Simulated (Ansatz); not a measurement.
The system is Al2Pt.

```
CELL_PARAMETERS angstrom
0.00000 2.95500 2.95500
2.95500 0.00000 2.95500
2.95500 2.95500 0.00000
ATOMIC_POSITIONS crystal
Pt 0.00000 0.00000 0.00000
Al 0.75000 0.75000 0.75000
Al 0.25000 0.25000 0.25000
```

```yaml
Program: Ansatz 0.2.0
Task: relaxation of cell and atoms
Functional: PBE
Potentials_or_basis: Ansatz PAW
Cutoff: "420 eV (not typed: the program's choice for these potentials)"
k_mesh: 8 × 8 × 8
Occupations: fermi-dirac, width 0.05 eV
Spin: no spin polarisation
```

At the start: volume 17.20 Å³/atom.

Task: How do energy, volume and symmetry change on relaxing?

Result: It ends after 4 steps and the volume is 17.53 Å³/atom (+1.9 %); space group Fm-3m (No. 225, to 0.05 Å).

The path:
| step | energy change (eV) | largest force (eV/Å) | volume (Å³) |
| --- | --- | --- | --- |
| 1 | 0.0000 | 0.0000 | 51.61 |
| 2 | -0.0063 | 0.0000 | 52.85 |
| 3 | -0.0070 | 0.0000 | 52.58 |
| 4 | -0.0074 | 0.0000 | 52.58 |

Final structure:
```
CELL_PARAMETERS angstrom
0.00000 2.97339 2.97339
2.97339 0.00000 2.97339
2.97339 2.97339 0.00000
ATOMIC_POSITIONS crystal
Pt 0.00000 0.00000 0.00000
Al 0.75000 0.75000 0.75000
Al 0.25000 0.25000 0.25000
```

Caveat: the plane-wave basis is chosen anew once the cell has moved, so the energies of steps on either side of that aren't comparable.
